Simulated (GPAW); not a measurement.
The system is Ti.

```
Ti
1.0
     2.95000    0.00000    0.00000
    -1.47500    2.55477    0.00000
     0.00000    0.00000    4.68000
Ti
2
Direct
  0.66667 0.33333 0.75000
  0.33333 0.66667 0.25000
```

| Quantity | Value |
| --- | --- |
| Program | GPAW 26.7.0 |
| Task | relaxation of cell and atoms |
| Functional | PBEsol |
| Dispersion | D3(BJ) |
| Potentials or basis | PAW data sets generated in the run's folder for this functional |
| Cutoff | 600 eV |
| Basis | pw |
| k mesh | 9 × 9 × 5 |
| Occupations | fermi-dirac, width 0.05 eV |
| Spin | no spin polarisation |

At the start: pressure -11.7 GPa; volume 17.64 Å³/atom.

Task: Where does the relaxation end?

Result: Over 4 steps the energy falls by 61.9 meV/atom and the volume is 15.84 Å³/atom (-10.2 %); space group P6_3/mmc (No. 194, to 0.05 Å).

The path:
```tsv
step	energy change (eV)	largest force (eV/Å)	pressure (GPa)	volume (Å³)
1	0.0000	0.0000	-11.75	35.27
2	-0.0582	0.0001	-9.17	34.31
3	-0.1212	0.0000	1.02	31.43
4	-0.1238	0.0000	-0.07	31.69
```

Final structure:
```
Ti
1.0
     2.84850    0.00000    0.00000
    -1.42425    2.46687    0.00000
     0.00000    0.00000    4.50962
Ti
2
Direct
  0.66667 0.33333 0.75000
  0.33333 0.66667 0.25000
```

Caveat: later steps reuse the first step's grids; pairwise dispersion overbinds metals, which lowers pressure and volume.
